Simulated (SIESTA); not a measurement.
PbF2 (Fluorocronite):

```
Pb F
1.0
     0.00000    2.96366    2.96366
     2.96366    0.00000    2.96366
     2.96366    2.96366    0.00000
Pb F
1 2
Direct
  0.00000 0.00000 0.00000
  0.75000 0.75000 0.75000
  0.25000 0.25000 0.25000
```

Program: SIESTA 5.4.2. Alike in all runs: no spin polarisation; cell as given; k mesh 8 × 8 × 8; smearing fermi-dirac 0.05 eV; grid cutoff 800 Ry; energy shift 0.003 Ry.

Task: Order these runs on this cell by their pressure, lowest first.
A. level PBEsol; potentials or basis PseudoDojo 0.4 standard (PBEsol files), DZP (energy shift 0.003 Ry; two zetas on semicore shells)
B. level PBE; potentials or basis PseudoDojo 0.4 standard (PBE files), DZP (energy shift 0.003 Ry; two zetas on semicore shells); broadening (eV) 0.1 eV; window to (eV) 40 eV; polarisation polarized; direction 1.0 0.0 0.0; optical mesh offset true
C. level LDA; potentials or basis PseudoDojo 0.4 standard (LDA files), DZP (energy shift 0.003 Ry; two zetas on semicore shells)

Result: C (-4.4 GPa), A (-0.9 GPa), B (2.8 GPa).

Caveats: the basis of atomic orbitals isn't converged, which shifts pressures, moduli and gaps; the basis holds too few empty states to meet the f-sum rule, so the spectrum is short of weight at high energy (some runs).
